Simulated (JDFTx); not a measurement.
# MnO (Fm-3m) in JDFTx: equation of state

How stiff is MnO in PBEsol, and what volume does it want? The cell is scaled to several volumes.

Everything below comes from runs of JDFTx 1.7.0 (patched build). Logs are shortened: lines on timing, memory, paths and dates and some standing lists are left out, and cuts for length are marked. The log counts tension as positive stress, the text compression.

## (1) The crystal as given

The structure is cubic, space group Fm-3m (No. 225). The conventional cell has a = 4.448 Å, b = 4.448 Å, c = 4.448 Å, α = 90.00°, β = 90.00°, γ = 90.00°. Mn (site symmetry m-3m) is surrounded by 6 O at 2.22 Å. Around O (site symmetry m-3m) lie 6 Mn at 2.22 Å.

The cell is a database's computed one.

## (2) Equation of state, PBEsol, collinear spin, ferromagnetic start, 10.34 Å³/atom (volume scaled by 0.94)

MnO.in

```
lattice \
    0.0000000000     4.1167855452     4.1167855452 \
    4.1167855452     0.0000000000     4.1167855452 \
    4.1167855452     4.1167855452     0.0000000000
coords-type Lattice
ion Mn     0.0000000000     0.0000000000     0.0000000000 1
ion O      0.5000000000     0.5000000000     0.5000000000 1

ion-species pseudo/Mn.upf
ion-species pseudo/O.upf
elec-cutoff 48 384
elec-ex-corr gga-PBEsol
kpoint-folding 10 10 10
elec-smearing Fermi 0.0018374661
elec-n-bands 19
spintype z-spin
initial-magnetic-moments Mn 4
elec-initial-magnetization 4 no
electronic-SCF nIterations 100 energyDiffThreshold 1e-09
electronic-minimize nIterations 30 energyDiffThreshold 1e-7
forces-output-coords Cartesian

dump-name run.$VAR
dump End Ecomponents EigStats BandEigs Kpoints Forces Stress
```

Potentials or basis: PseudoDojo-SR-PBEsol-0.4.1-standard with smoothed tails.

Started as:

```sh
$ jdftx -c 1 -i MnO.in -o MnO.out
```

Output:

```text
*************** JDFTx 1.7.0 (patched build) ***************

Input parsed successfully to the following command list (including defaults):
[... the input with its defaults ...]

---------- Setting up symmetries ----------

Found 48 point-group symmetries of the bravais lattice
Found 48 space-group symmetries with basis
Applied RMS atom displacement 0 bohrs to make symmetries exact.

---------- Initializing the Grid ----------
R =
[            0      4.11679      4.11679  ]
[      4.11679            0      4.11679  ]
[      4.11679      4.11679            0  ]
unit cell volume = 139.542
G =
[  -0.763118   0.763118   0.763118  ]
[   0.763118  -0.763118   0.763118  ]
[   0.763118   0.763118  -0.763118  ]
Minimum fftbox size, Smin = [  52  52  52  ]
Chosen fftbox size, S = [  54  54  54  ]

---------- Initializing tighter grid for wavefunction operations ----------
R =
[            0      4.11679      4.11679  ]
[      4.11679            0      4.11679  ]
[      4.11679      4.11679            0  ]
unit cell volume = 139.542
G =
[  -0.763118   0.763118   0.763118  ]
[   0.763118  -0.763118   0.763118  ]
[   0.763118   0.763118  -0.763118  ]
Minimum fftbox size, Smin = [  40  40  40  ]
Chosen fftbox size, S = [  40  40  40  ]

---------- Exchange Correlation functional ----------
Initalized PBEsol GGA exchange.
Initalized PBEsol GGA correlation.

---------- Setting up pseudopotentials ----------
Width of ionic core gaussian charges (only for fluid interactions / plotting) set to 0

Reading pseudopotential file 'pseudo/Mn.upf':
  'Mn' pseudopotential, 'PBESOL' functional
  Generated using ONCVPSP code by D. R. Hamann
  15 valence electrons, 4 orbitals, 6 projectors, 1001 radial grid points, with lMax = 2
    3S    l: 0   occupation:  2.0   eigenvalue: -3.147368
    3P    l: 1   occupation:  6.0   eigenvalue: -2.002196
    3D    l: 2   occupation:  5.0   eigenvalue: -0.249683
    4S    l: 0   occupation:  2.0   eigenvalue: -0.188339
  Core radius for overlap checks: 1.55 bohrs.

Reading pseudopotential file 'pseudo/O.upf':
  'O' pseudopotential, 'PBESOL' functional
  Generated using ONCVPSP code by D. R. Hamann
  6 valence electrons, 2 orbitals, 5 projectors, 936 radial grid points, with lMax = 2
    2S    l: 0   occupation:  2.0   eigenvalue: -0.874950
    2P    l: 1   occupation:  4.0   eigenvalue: -0.329796
  Core radius for overlap checks: 1.39 bohrs.

Initialized 2 species with 2 total atoms.

Folded 1 k-points by 10x10x10 to 1000 k-points.

---------- Setting up k-points, bands, fillings ----------
Reduced to 47 k-points under symmetry.
Computing the number of bands and number of electrons
Calculating initial fillings.
nElectrons:  21.000000   nBands: 19   nStates: 94

----- Setting up reduced wavefunction bases (one per k-point) -----
average nbasis = 2216.693 , ideal nbasis = 2216.463

---------- Setting up ewald sum ----------
Optimum gaussian width for ewald sums = 1.869773 bohr.
Real space sum over 1331 unit cells with max indices [  5  5  5  ]
Reciprocal space sum over 2197 terms with max indices [  6  6  6  ]

---------- Allocating electronic variables ----------
Initializing wave functions:  linear combination of atomic orbitals
Note: number of bands (19) exceeds available atomic orbitals (14)
Mn (M=4) pseudo-atom majority spin occupations:   s ( 1 0.5 )  p ( 3 )  d ( 5 )
Mn (M=4) pseudo-atom minority spin occupations:   s ( 1 0 )  p ( 3 )  d ( 1.5 )
O pseudo-atom occupations:   s ( 2 )  p ( 4 )
	FillingsUpdate:  mu: +1.351465101  nElectrons: 21.000000  magneticMoment: [ Abs: 0.39686  Tot: +0.39686 ]
LCAOMinimize: Iter:   0  F: -108.2775297230326430  |grad|_K:  2.278e-02  alpha:  1.000e+00
	FillingsUpdate:  mu: +0.789991242  nElectrons: 21.000000  magneticMoment: [ Abs: 2.92338  Tot: +2.92338 ]
LCAOMinimize: Iter:   1  F: -119.3401755382376024  |grad|_K:  1.571e-02  alpha:  2.571e-01  linmin: -1.883e-01  cgtest:  2.489e-01
	FillingsUpdate:  mu: +0.492486138  nElectrons: 21.000000  magneticMoment: [ Abs: 3.88682  Tot: +3.88682 ]
[... 26 lines of inner loops ...]
LCAOMinimize: Iter:  11  F: -119.8212412986907935  |grad|_K:  4.340e-06  alpha:  6.640e-01  linmin: -8.616e-05  cgtest:  9.153e-04
	FillingsUpdate:  mu: +0.543192808  nElectrons: 21.000000  magneticMoment: [ Abs: 4.56381  Tot: +4.56381 ]
LCAOMinimize: Iter:  12  F: -119.8212414266894825  |grad|_K:  1.473e-06  alpha:  4.004e-01  linmin: -2.388e-05  cgtest: -2.794e-03
LCAOMinimize: Converged (|Delta F|<1.000000e-06 for 2 iters).

-------- Electronic minimization -----------
Will mix electronic density at each iteration.
	FillingsUpdate:  mu: +0.543192808  nElectrons: 21.000000  magneticMoment: [ Abs: 4.56381  Tot: +4.56381 ]
	FillingsUpdate:  mu: +0.540302810  nElectrons: 21.000000  magneticMoment: [ Abs: 4.56381  Tot: +4.56381 ]
SCF: Cycle:  0   F: -119.841582952193207   dF: -2.034e-02   |Residual|: 6.284e-02   |deigs|: 7.065e-02
	FillingsUpdate:  mu: +0.530644845  nElectrons: 21.000000  magneticMoment: [ Abs: 4.52465  Tot: +4.52449 ]
SCF: Cycle:  1   F: -119.843435988331819   dF: -1.853e-03   |Residual|: 2.363e-02   |deigs|: 1.100e-02
	FillingsUpdate:  mu: +0.529048559  nElectrons: 21.000000  magneticMoment: [ Abs: 4.57872  Tot: +4.57855 ]
SCF: Cycle:  2   F: -119.843557041281841   dF: -1.211e-04   |Residual|: 8.698e-03   |deigs|: 2.201e-03
	FillingsUpdate:  mu: +0.529637861  nElectrons: 21.000000  magneticMoment: [ Abs: 4.59984  Tot: +4.59971 ]
SCF: Cycle:  3   F: -119.843560368935997   dF: -3.328e-06   |Residual|: 4.067e-03   |deigs|: 1.004e-03
	FillingsUpdate:  mu: +0.529822597  nElectrons: 21.000000  magneticMoment: [ Abs: 4.60813  Tot: +4.60798 ]
SCF: Cycle:  4   F: -119.843566669974194   dF: -6.301e-06   |Residual|: 2.039e-03   |deigs|: 4.112e-04
	FillingsUpdate:  mu: +0.529964010  nElectrons: 21.000000  magneticMoment: [ Abs: 4.60764  Tot: +4.60751 ]
SCF: Cycle:  5   F: -119.843567108777648   dF: -4.388e-07   |Residual|: 5.399e-04   |deigs|: 2.159e-04
	FillingsUpdate:  mu: +0.529984102  nElectrons: 21.000000  magneticMoment: [ Abs: 4.60590  Tot: +4.60576 ]
SCF: Cycle:  6   F: -119.843567146853857   dF: -3.808e-08   |Residual|: 1.627e-04   |deigs|: 1.124e-04
	FillingsUpdate:  mu: +0.530000653  nElectrons: 21.000000  magneticMoment: [ Abs: 4.60566  Tot: +4.60553 ]
SCF: Cycle:  7   F: -119.843567152244958   dF: -5.391e-09   |Residual|: 7.632e-05   |deigs|: 1.023e-04
	FillingsUpdate:  mu: +0.530003762  nElectrons: 21.000000  magneticMoment: [ Abs: 4.60568  Tot: +4.60555 ]
SCF: Cycle:  8   F: -119.843567153456902   dF: -1.212e-09   |Residual|: 1.579e-05   |deigs|: 9.803e-05
	FillingsUpdate:  mu: +0.530002025  nElectrons: 21.000000  magneticMoment: [ Abs: 4.60569  Tot: +4.60556 ]
SCF: Cycle:  9   F: -119.843567153741347   dF: -2.844e-10   |Residual|: 5.053e-06   |deigs|: 8.004e-05
	FillingsUpdate:  mu: +0.530001559  nElectrons: 21.000000  magneticMoment: [ Abs: 4.60570  Tot: +4.60556 ]
SCF: Cycle: 10   F: -119.843567153805125   dF: -6.378e-11   |Residual|: 2.125e-06   |deigs|: 6.483e-05
SCF: Converged (|Delta E|<1.000000e-09 for 2 iters).

Setting wave functions to eigenvectors of Hamiltonian

# Stress tensor in Cartesian coordinates [Eh/a0^3]:
[  2.93843e-05            0            0  ]
[            0  2.93843e-05            0  ]
[            0            0  2.93843e-05  ]

# Ionic positions in lattice coordinates:
ion Mn   0.000000000000000   0.000000000000000   0.000000000000000 1
ion O   0.500000000000000   0.500000000000000   0.500000000000000 1

# Forces in Cartesian coordinates:
force Mn  -0.000000000000000  -0.000000000000000  -0.000000000000000 1
force O  -0.000000000000000  -0.000000000000000  -0.000000000000000 1

# Energy components:
   Eewald =      -84.5806093931818452
       EH =       30.7958059350828570
     Eloc =      -98.7180406665241179
      Enl =      -10.2242388959327446
      Exc =      -22.3708365645339526
 Exc_core =        5.4350120957467150
       KE =       59.8197173167357192
-------------------------------------
     Etot =     -119.8431901726073789
       TS =        0.0003769811977529
-------------------------------------
        F =     -119.8435671538051253

IonicMinimize: Iter:   0  F: -119.843567153805125  |grad|_K:  8.032e-42
IonicMinimize: Converged (|grad|_K<1.000000e-04).

#--- Lowdin population analysis ---
# oxidation-state Mn +1.114
# magnetic-moments Mn +4.343
# oxidation-state O -0.993
# magnetic-moments O +0.252

Dumping 'run.eigStats' ...
	eMin: -2.451946 at state 0 ( [ +0.000000 +0.000000 +0.000000 ] spin 1 )
	HOMO: +0.529777 at state 33 ( [ +0.100000 +0.200000 +0.500000 ] spin 1 )
	mu  : +0.530002
	LUMO: +0.530754 at state 26 ( [ +0.000000 +0.300000 -0.300000 ] spin 1 )
	eMax: +1.507252 at state 74 ( [ +0.000000 +0.400000 +0.400000 ] spin -1 )
	HOMO-LUMO gap: +0.000977
	Optical gap  : +0.004020 at state 10 ( [ +0.000000 +0.100000 +0.500000 ] spin 1 )
Done!
```

Run time: 1.7 min. Hardware: 1 thread of Intel Xeon 6975P-C (Granite Rapids), shared host; peak memory 0.21 GiB.

What came out:

```yaml
Free_energy: -3261.1096 eV
Pressure: -0.9 GPa
Band_gap_on_the_k_mesh: none (metal or under the smearing width)
Net_moment: 4.61 μB per cell
Absolute_moment: 4.61 μB per cell
Site_moments: Mn +4.34; O +0.25 μB
Loewdin_charges: Mn +1.11; O -0.99 e
```

Caveat: a cell with one magnetic atom can't hold antiferromagnetic order, which such compounds often take; semilocal functionals often make such compounds metallic where correlation or magnetic order opens a gap, which also shifts bond lengths.

## (3) Equation of state, PBEsol, collinear spin, ferromagnetic start, 10.56 Å³/atom (volume scaled by 0.96)

MnO.in: that of step 2 with these lines changed.

```diff
@@ -1,5 +1,5 @@
 lattice \
-    0.0000000000     4.1167855452     4.1167855452 \
-    4.1167855452     0.0000000000     4.1167855452 \
-    4.1167855452     4.1167855452     0.0000000000
+    0.0000000000     4.1457779479     4.1457779479 \
+    4.1457779479     0.0000000000     4.1457779479 \
+    4.1457779479     4.1457779479     0.0000000000
 coords-type Lattice
```

Potentials or basis: PseudoDojo-SR-PBEsol-0.4.1-standard with smoothed tails.

Started as:

```sh
$ jdftx -c 1 -i MnO.in -o MnO.out
```

Run time: 1.8 min. Hardware: 1 thread of Intel Xeon 6975P-C (Granite Rapids), shared host; peak memory 0.22 GiB.

It converged, with:

```yaml
Free_energy: -3261.1044 eV
Pressure: -2.8 GPa
Band_gap_on_the_k_mesh: none (metal or under the smearing width)
Net_moment: 4.69 μB per cell
Absolute_moment: 4.69 μB per cell
Site_moments: Mn +4.41; O +0.26 μB
Loewdin_charges: Mn +1.13; O -1.00 e
```

Caveat: a cell with one magnetic atom can't hold antiferromagnetic order, which such compounds often take; semilocal functionals often make such compounds metallic where correlation or magnetic order opens a gap, which also shifts bond lengths.

## (4) Equation of state, PBEsol, collinear spin, ferromagnetic start, 10.78 Å³/atom (volume scaled by 0.98)

MnO.in: that of step 3 with these lines changed.

```diff
@@ -1,5 +1,5 @@
 lattice \
-    0.0000000000     4.1457779479     4.1457779479 \
-    4.1457779479     0.0000000000     4.1457779479 \
-    4.1457779479     4.1457779479     0.0000000000
+    0.0000000000     4.1743704235     4.1743704235 \
+    4.1743704235     0.0000000000     4.1743704235 \
+    4.1743704235     4.1743704235     0.0000000000
 coords-type Lattice
```

Started as:

```sh
$ jdftx -c 1 -i MnO.in -o MnO.out
```

It took 1.8 min on 1 thread of Intel Xeon 6975P-C (Granite Rapids), shared host; peak memory 0.22 GiB.

Results (log left out):

| Quantity | Value |
| --- | --- |
| Free energy | -3261.0948 eV |
| Pressure | -4.4 GPa |
| Band gap on the k mesh | none (metal or under the smearing width) |
| Net moment | 4.77 μB per cell |
| Absolute moment | 4.77 μB per cell |
| Site moments | Mn +4.49; O +0.27 μB |
| Loewdin charges | Mn +1.14; O -1.02 e |

Caveat: a cell with one magnetic atom can't hold antiferromagnetic order, which such compounds often take; semilocal functionals often make such compounds metallic where correlation or magnetic order opens a gap, which also shifts bond lengths.

## (5) Equation of state, PBEsol, collinear spin, ferromagnetic start, 11.00 Å³/atom

MnO.in: that of step 4 with these lines changed.

```diff
@@ -1,5 +1,5 @@
 lattice \
-    0.0000000000     4.1743704235     4.1743704235 \
-    4.1743704235     0.0000000000     4.1743704235 \
-    4.1743704235     4.1743704235     0.0000000000
+    0.0000000000     4.2025764847     4.2025764847 \
+    4.2025764847     0.0000000000     4.2025764847 \
+    4.2025764847     4.2025764847     0.0000000000
 coords-type Lattice
```

Started as:

```sh
$ jdftx -c 1 -i MnO.in -o MnO.out
```

Wall time 1.9 min (1 thread of Intel Xeon 6975P-C (Granite Rapids), shared host); peak memory 0.22 GiB.

The run converged. Its results:

| Item | Value |
| --- | --- |
| Free energy | -3261.0796 eV |
| Pressure | -6.8 GPa |
| Band gap on the k mesh | none (metal or under the smearing width) |
| Net moment | 4.80 μB per cell |
| Absolute moment | 4.80 μB per cell |
| Site moments | Mn +4.52; O +0.27 μB |
| Loewdin charges | Mn +1.15; O -1.02 e |

Caveat: a cell with one magnetic atom can't hold antiferromagnetic order, which such compounds often take; semilocal functionals often make such compounds metallic where correlation or magnetic order opens a gap, which also shifts bond lengths.

## (6) Equation of state, PBEsol, collinear spin, ferromagnetic start, 11.22 Å³/atom (volume scaled by 1.02)

MnO.in: that of step 5 with these lines changed.

```diff
@@ -1,5 +1,5 @@
 lattice \
-    0.0000000000     4.2025764847     4.2025764847 \
-    4.2025764847     0.0000000000     4.2025764847 \
-    4.2025764847     4.2025764847     0.0000000000
+    0.0000000000     4.2304089282     4.2304089282 \
+    4.2304089282     0.0000000000     4.2304089282 \
+    4.2304089282     4.2304089282     0.0000000000
 coords-type Lattice
```

Potentials or basis: PseudoDojo-SR-PBEsol-0.4.1-standard with smoothed tails.

Started as:

```sh
$ jdftx -c 1 -i MnO.in -o MnO.out
```

It took 1.9 min on 1 thread of Intel Xeon 6975P-C (Granite Rapids), shared host; peak memory 0.23 GiB.

It converged, with:

| Item | Value |
| --- | --- |
| Free energy | -3261.0576 eV |
| Pressure | -9.1 GPa |
| Band gap on the k mesh | none (metal or under the smearing width) |
| Net moment | 4.82 μB per cell |
| Absolute moment | 4.82 μB per cell |
| Site moments | Mn +4.54; O +0.26 μB |
| Loewdin charges | Mn +1.15; O -1.03 e |

Caveat: a cell with one magnetic atom can't hold antiferromagnetic order, which such compounds often take; semilocal functionals often make such compounds metallic where correlation or magnetic order opens a gap, which also shifts bond lengths.

## (7) Equation of state, PBEsol, collinear spin, ferromagnetic start, 11.44 Å³/atom (volume scaled by 1.04)

MnO.in: that of step 6 with these lines changed.

```diff
@@ -1,5 +1,5 @@
 lattice \
-    0.0000000000     4.2304089282     4.2304089282 \
-    4.2304089282     0.0000000000     4.2304089282 \
-    4.2304089282     4.2304089282     0.0000000000
+    0.0000000000     4.2578798857     4.2578798857 \
+    4.2578798857     0.0000000000     4.2578798857 \
+    4.2578798857     4.2578798857     0.0000000000
 coords-type Lattice
```

Started as:

```sh
$ jdftx -c 1 -i MnO.in -o MnO.out
```

Wall time 1.8 min (1 thread of Intel Xeon 6975P-C (Granite Rapids), shared host); peak memory 0.23 GiB.

The run converged. Its results:

```yaml
Free_energy: -3261.0303 eV
Pressure: -10.8 GPa
Band_gap_on_the_k_mesh: none (metal or under the smearing width)
Net_moment: 4.86 μB per cell
Absolute_moment: 4.86 μB per cell
Site_moments: Mn +4.58; O +0.26 μB
Loewdin_charges: Mn +1.16; O -1.03 e
```

Caveat: a cell with one magnetic atom can't hold antiferromagnetic order, which such compounds often take; semilocal functionals often make such compounds metallic where correlation or magnetic order opens a gap, which also shifts bond lengths.

## (8) Equation of state, PBEsol, collinear spin, ferromagnetic start, 11.66 Å³/atom (volume scaled by 1.06)

MnO.in: that of step 7 with these lines changed.

```diff
@@ -1,5 +1,5 @@
 lattice \
-    0.0000000000     4.2578798857     4.2578798857 \
-    4.2578798857     0.0000000000     4.2578798857 \
-    4.2578798857     4.2578798857     0.0000000000
+    0.0000000000     4.2850008711     4.2850008711 \
+    4.2850008711     0.0000000000     4.2850008711 \
+    4.2850008711     4.2850008711     0.0000000000
 coords-type Lattice
```

Started as:

```sh
$ jdftx -c 1 -i MnO.in -o MnO.out
```

Run time: 1.9 min. Hardware: 1 thread of Intel Xeon 6975P-C (Granite Rapids), shared host; peak memory 0.24 GiB.

The run converged. Its results:

* Free energy: -3260.9989 eV
* Pressure: -12.2 GPa
* Band gap on the k mesh: none (metal or under the smearing width)
* Net moment: 4.91 μB per cell
* Absolute moment: 4.91 μB per cell
* Site moments: Mn +4.62; O +0.27 μB
* Loewdin charges: Mn +1.17; O -1.04 e

Caveat: a cell with one magnetic atom can't hold antiferromagnetic order, which such compounds often take; semilocal functionals often make such compounds metallic where correlation or magnetic order opens a gap, which also shifts bond lengths.

## (9) Equation of state, PBEsol, collinear spin, ferromagnetic start

Potentials or basis: PseudoDojo-SR-PBEsol-0.4.1-standard with smoothed tails.

This step only gathers the single runs of the series.

Results:

```
Equilibrium volume : 10.27 Å³/atom (rough: see the caveat)
Bulk modulus       : 94 GPa (rough)
```

Energy against volume, from the lowest point:
```csv
volume (Å³/atom),energy (meV/atom)
10.339,0.00
10.559,2.58
10.779,7.40
10.999,15.02
11.219,25.97
11.439,39.63
11.659,55.35
```

Caveat: the minimum lies outside the volumes run; the fit is doubtful: noisy points or a state that changes with volume.
